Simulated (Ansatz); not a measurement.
Runs of Ansatz 0.2.0 on RbBr. The structure is cubic, space group Fm-3m (No. 225). Conventional cell: a = 6.854 Å, b = 6.854 Å, c = 6.854 Å, α = 90.00°, β = 90.00°, γ = 90.00°. Rb (site symmetry m-3m) has 6 Br at 3.43 Å as nearest neighbours. Around Br (site symmetry m-3m) lie 6 Rb at 3.43 Å. 

```tsv
screening (1/Å)	gap on the mesh (eV)	pressure (GPa)
0.4	5.11	0.8
0.2	5.55	0.8
0.6	(a)	0.8
0.15	(b)	0.8
0.3	5.30	0.8
0.1	5.87	0.8
```

Alike in all rows: task single point; level HSE06 form with a typed share of exact exchange; potentials or basis Ansatz PAW; no spin polarisation; cell as given; k mesh 4 × 4 × 4; cutoff (eV) 420; smearing fermi-dirac 0.05 eV.

Task: Estimate the missing entries.

Result: (a) 4.84; (b) 5.70.

Caveats: the PAW data sets come from PBE, with cores solved anew for the run's functional, which leaves a small shift of forces and pressure; the thresholds are loose for stress.

A k mesh can miss the band edges, and the runs leave out spin-orbit coupling on Br, Rb.
